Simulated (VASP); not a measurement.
Input of a VASP 6.6.1 run:

File INCAR:

```
PREC = Accurate ; ENCUT = 520
EDIFF = 1E-6 ; ISMEAR = 0
SIGMA = 0.02 ; LREAL = F
LASPH = T ; NELM = 80
ALGO = Normal ; ISIF = 2
LWAVE = F ; LCHARG = F
MAGMOM = 0 0 0 0 0 0 0 0 0 0 0 0 0 0 0 ; LORBIT = 11
LSORBIT = T ; GGA_COMPAT = F
GGA = CA ; KPAR = 4
```

Contents of KPOINTS:

```
regular mesh
0
Gamma
  6 6 6
```

POSCAR

```
Bi2Te2Se
1.0
    2.1609687617      1.2476358963     10.5855712543
   -2.1609687617      1.2476358963     10.5855712543
    0.0000000000     -2.4952717926     10.5855712543
Bi Te Se
2 2 1
Direct
    0.3917212400      0.3917212400      0.3917212400
    0.6082787600      0.6082787600      0.6082787600
    0.7804048700      0.7804048700      0.7804048700
    0.2195951300      0.2195951300      0.2195951300
    0.0000000000      0.0000000000      0.0000000000
```

KPOINTS_OPT

```
path GLB1,BZGX,QFP1Z,LP
15
line-mode
reciprocal
 0.0000000000  0.0000000000  0.0000000000  G
 0.5000000000  0.0000000000  0.0000000000  L

 0.5000000000  0.0000000000  0.0000000000  L
 0.5000000000  0.1759276236 -0.1759276236  B1

 0.8240723764  0.5000000000  0.1759276236  B
 0.5000000000  0.5000000000  0.5000000000  Z

 0.5000000000  0.5000000000  0.5000000000  Z
 0.0000000000  0.0000000000  0.0000000000  G

 0.0000000000  0.0000000000  0.0000000000  G
 0.3379638118  0.0000000000 -0.3379638118  X

 0.6620361882  0.3379638118  0.0000000000  Q
 0.5000000000  0.5000000000  0.0000000000  F

 0.5000000000  0.5000000000  0.0000000000  F
 0.6620361882  0.6620361882  0.1759276236  P1

 0.6620361882  0.6620361882  0.1759276236  P1
 0.5000000000  0.5000000000  0.5000000000  Z

 0.5000000000  0.0000000000  0.0000000000  L
 0.8240723764  0.3379638118  0.3379638118  P
```

Potentials or basis: VASP PAW LDA potentials, release 64 (Bi_d, Te, Se).

Command:

```sh
$ cat potpaw_LDA.64/Bi_d/POTCAR potpaw_LDA.64/Te/POTCAR potpaw_LDA.64/Se/POTCAR > POTCAR
$ mpirun -np 4 vasp_ncl > vasp.out
```

Problem. Estimate the pressure.

Solution. -2.2 GPa.

Problem. What does it give for the largest force?

Solution. 0.087 eV/Å.

Forces on the atoms (eV/Å):
```
Bi   0.000  0.000 -0.087
Bi   0.000  0.000  0.087
Te   0.000  0.000  0.012
Te   0.000  0.000 -0.012
Se   0.000  0.000  0.000
```
